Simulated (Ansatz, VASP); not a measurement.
One calculation of Co, two programs

```
Co
1.0
     0.00000    2.46263    2.46263
     2.46263    0.00000    2.46263
     2.46263    2.46263    0.00000
Co
2
Direct
  0.12500 0.12500 0.12500
  0.87500 0.87500 0.87500
```

Alike in both runs: functional PBE; k mesh 11 × 11 × 11; occupations fermi-dirac, width 0.1 eV; no spin polarisation.

Ansatz relaxed the structure, and its values are those at the end. VASP's run is a single point on that final structure, the one shown.

|  | VASP | Ansatz |
| --- | --- | --- |
| version | VASP 6.6.1 | Ansatz 0.2.0 |
| potentials or method | VASP PAW PBE potentials, release 64 (Co) | plane waves (420 eV) with PAW, scalar-relativistic |
| plane-wave cutoff (eV) | 520 | 420 |
| valence electrons in the cell | 18 | 34 |

Ansatz gave:

| Quantity | Value |
| --- | --- |
| pressure (GPa) | 0.0 |

Task: Which values does VASP return?

Result: Pressure (GPa): -0.9.

The functional is the same, so the differences come from potentials, cutoffs and numerics. The two sets of potentials don't hold the same shells in valence.

Caveats: the run has no spin polarisation, though such a crystal can be magnetic. Spin polarisation is off, so any magnetic state and its effect on volume and gap are missing.
